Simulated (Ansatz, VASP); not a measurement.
## Two plane-wave programs on C

The input INCAR:

```
ALGO = Fast
EDIFF = 1E-7
EDIFFG = -0.01
ENCUT = 600
GGA = PE
IBRION = 2
ISIF = 3
ISMEAR = 0
IVDW = 12
LASPH = True
LCHARG = False
LREAL = False
LWAVE = False
NELM = 60
NSW = 80
PREC = Accurate
SIGMA = 0.05
```

The input KPOINTS:

```
k-points
0
Gamma
  24 24 8
```

Contents of POSCAR:

```
C
1.0
    2.4600000000      0.0000000000      0.0000000000
   -1.2300000000      2.1304224933      0.0000000000
    0.0000000000      0.0000000000      6.7000000000
C
4
Direct
    0.0000000000      0.0000000000      0.2500000000
    0.3333333333      0.6666666667      0.2500000000
    0.0000000000      0.0000000000      0.7500000000
    0.6666666667      0.3333333333      0.7500000000
```

Input for Ansatz:

```yaml
crystal:
  lattice:
    - [2.46, 0.0, 0.0]
    - [-1.23, 2.1304224933, 0.0]
    - [0.0, 0.0, 6.7]
  atoms:
    - { symbol: C, position: [0.0, 0.0, 0.25] }
    - { symbol: C, position: [0.3333333333, 0.6666666667, 0.25] }
    - { symbol: C, position: [0.0, 0.0, 0.75] }
    - { symbol: C, position: [0.6666666667, 0.3333333333, 0.75] }
scf:
  occupations: { method: gaussian, width: 0.05 }
output:
  forces: true
  stress: true
  eigenvalues: true
  write_density: true
  write_potential: true
  elf: true
  volumetric_format: npy
kpoints:
  mp_grid: { grid: [24, 24, 8] }
hamiltonian:
  xc: pbe
  dispersion: d3bj
relax:
  f_tol: 0.01
  adjacent_minimum: "off"
  cell: { stress_tol: 0.05 }
```

Alike in both runs: task relaxation of cell and atoms; functional PBE; dispersion D3(BJ); k mesh 24 × 24 × 8; occupations gaussian, width 0.05 eV; no spin polarisation.

```csv
,VASP,Ansatz
version,VASP 6.6.1,Ansatz 0.2.0
potentials or method,"VASP PAW PBE potentials, release 64 (C)","scalar-relativistic, plane waves, PAW"
plane-wave cutoff (eV),600,420
valence electrons in the cell,16,16
```

Ansatz gave:

```
gap on the k mesh at the Fermi level, each at its own relaxed structure (eV) : none
relaxed volume (Å³/atom)                                                     : 8.86
relaxed cell length with the largest relative difference (Å)                 : 6.736
```

Task: Estimate VASP's values.

Result: gap on the k mesh at the Fermi level, each at its own relaxed structure (eV): none; relaxed volume (Å³/atom): 8.82; relaxed cell length with the largest relative difference (Å): 6.699.

A gap of «none» marks a metal or a gap that the smearing closes.
